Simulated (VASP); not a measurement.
A run of VASP 6.6.1 is set up as follows.

POSCAR

```
C
1.0
    2.5221000000      0.0000000000      0.0000000000
   -1.2610500000      2.1842026709      0.0000000000
    0.0000000000      0.0000000000      8.2371000000
C
8
Direct
    0.6666666667      0.3333333333      0.8437500000
    0.3333333333      0.6666666667      0.3437500000
    0.6666666667      0.3333333333      0.6562500000
    0.3333333333      0.6666666667      0.1562500000
    0.0000000000      0.0000000000      0.9062500000
    0.0000000000      0.0000000000      0.4062500000
    0.0000000000      0.0000000000      0.5937500000
    0.0000000000      0.0000000000      0.0937500000
```

File INCAR.step1:

```
SYSTEM = C
ALGO     = Normal         ! electronic algorithm
EDIFF    = 1E-6           ! SCF threshold, eV
ENCUT    = 520            ! plane-wave cutoff, eV
GGA      = 91             ! functional
ISIF     = 2              ! what is computed and relaxed
ISMEAR   = -1             ! smearing method
LASPH    = .TRUE.         ! aspherical terms in the spheres
LCHARG   = .TRUE.         ! write CHGCAR
LREAL    = .FALSE.        ! projectors in reciprocal space
LWAVE    = .FALSE.        ! write WAVECAR
NBANDS   = 26             ! bands
NELM     = 80             ! most SCF steps
PREC     = Accurate       ! precision mode
SIGMA    = 0.05           ! smearing width, eV
```

Contents of KPOINTS.step1:

```
k-points
0
G
  12 12 4
  0 0 0
```

The input INCAR.step2:

```
SYSTEM = C
ALGO     = Normal         ! electronic algorithm
EDIFF    = 1E-6           ! SCF threshold, eV
ENCUT    = 520            ! plane-wave cutoff, eV
GGA      = 91             ! functional
ICHARG   = 11             ! starting density
ISIF     = 2              ! what is computed and relaxed
ISMEAR   = 0              ! smearing method
LASPH    = .TRUE.         ! aspherical terms in the spheres
LCHARG   = .FALSE.        ! write CHGCAR
LREAL    = .FALSE.        ! projectors in reciprocal space
LWAVE    = .FALSE.        ! write WAVECAR
NBANDS   = 26             ! bands
NELM     = 80             ! most SCF steps
PREC     = Accurate       ! precision mode
SIGMA    = 0.05           ! smearing width, eV
```

KPOINTS.step2

```
path GMKGALHA,LM,KH
20
line-mode
reciprocal
 0.0000000000  0.0000000000  0.0000000000  G
 0.5000000000  0.0000000000  0.0000000000  M

 0.5000000000  0.0000000000  0.0000000000  M
 0.3333333333  0.3333333333  0.0000000000  K

 0.3333333333  0.3333333333  0.0000000000  K
 0.0000000000  0.0000000000  0.0000000000  G

 0.0000000000  0.0000000000  0.0000000000  G
 0.0000000000  0.0000000000  0.5000000000  A

 0.0000000000  0.0000000000  0.5000000000  A
 0.5000000000  0.0000000000  0.5000000000  L

 0.5000000000  0.0000000000  0.5000000000  L
 0.3333333333  0.3333333333  0.5000000000  H

 0.3333333333  0.3333333333  0.5000000000  H
 0.0000000000  0.0000000000  0.5000000000  A

 0.5000000000  0.0000000000  0.5000000000  L
 0.5000000000  0.0000000000  0.0000000000  M

 0.3333333333  0.3333333333  0.0000000000  K
 0.3333333333  0.3333333333  0.5000000000  H
```

Potentials or basis: VASP PAW PBE potentials, release 64 (C).

Command:

```bash
$ cat potpaw_PBE.64/C/POTCAR > POTCAR
$ cp INCAR.step1 INCAR
$ cp KPOINTS.step1 KPOINTS
$ mpirun -np 1 vasp_std > vasp.out
$ cp INCAR.step2 INCAR
$ cp KPOINTS.step2 KPOINTS
$ mpirun -np 1 vasp_std > vasp.out
```

Question: Estimate the band gap along the path.

Answer: 4.46 eV, indirect (least direct gap 5.21 eV).

Question: What does it give for the band gap on the k mesh?

Answer: 4.46 eV, indirect (least direct gap 5.21 eV).

Levels at the corners of the path, in eV from the valence-band top:
```
point  band 14  band 15  band 16  band 17  band 18  band 19
    Γ    -0.22     0.00     0.00     5.21     5.21     5.73
    M    -4.53    -3.69    -2.92     4.51     5.64     5.90
    M    -4.53    -3.69    -2.92     4.51     5.64     5.90
    K    -5.64    -5.64    -4.01     6.31     6.31     7.94
    K    -5.64    -5.64    -4.01     6.31     6.31     7.94
    Γ    -0.22     0.00     0.00     5.21     5.21     5.73
    Γ    -0.22     0.00     0.00     5.21     5.21     5.73
    A    -0.67    -0.67    -0.67     6.00     6.00     6.00
    A    -0.67    -0.67    -0.67     6.00     6.00     6.00
    L    -4.70    -3.64    -3.64     4.86     4.86     7.14
    L    -4.70    -3.64    -3.64     4.86     4.86     7.14
    H    -5.34    -5.08    -5.08     5.27     5.27     9.80
    H    -5.34    -5.08    -5.08     5.27     5.27     9.80
    A    -0.67    -0.67    -0.67     6.00     6.00     6.00
    L    -4.70    -3.64    -3.64     4.86     4.86     7.14
    M    -4.53    -3.69    -2.92     4.51     5.64     5.90
    K    -5.64    -5.64    -4.01     6.31     6.31     7.94
    H    -5.34    -5.08    -5.08     5.27     5.27     9.80
```

Caveat: the log is that of the step along the path at fixed density, whose energy, stress, charges and moments have no meaning. PW91 gaps usually lie below the measured ones, often by a third to a half.
